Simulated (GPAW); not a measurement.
In, 1 atom in the cell. The structure is cubic, space group Im-3m (No. 229). Conventional cell: a = 3.765 Å, b = 3.765 Å, c = 3.765 Å, α = 90.00°, β = 90.00°, γ = 90.00°. In (site symmetry m-3m) is surrounded by 8 In at 3.26 Å. This isn't the form of In at room conditions, which is tetragonal.

- Program: GPAW 26.7.0
- Task: relaxation of cell and atoms
- Functional: BLYP
- Potentials or basis: PAW data sets generated in the run's folder for this functional
- Cutoff: 600 eV
- Basis: pw
- k mesh: 10 × 10 × 10
- Occupations: fermi-dirac, width 0.05 eV
- Spin: no spin polarisation
- Eigensolver: davidson
- Maxiter: 150
- Optimizer: BFGS
- Fmax: 0.02 eV/Å
- Max steps: 60
- Convergence: density=1e-05 forces=0.0001

Potentials or basis: PAW data sets generated in the run's folder for this functional, pw.

Command:

```sh
$ gpaw-setup -f BLYP In
$ OMP_NUM_THREADS=1 python run.py
```

Hardware: 1 thread of Arm Neoverse N1, on a shared host.

Q: How long does it take, and how much memory?

A: It took 57 s on 1 thread of Arm Neoverse N1, on a shared host, peak memory 0.18 GiB. Counts: scf iterations 42, plane waves 935, bands 14, k points 47, ion steps 4.
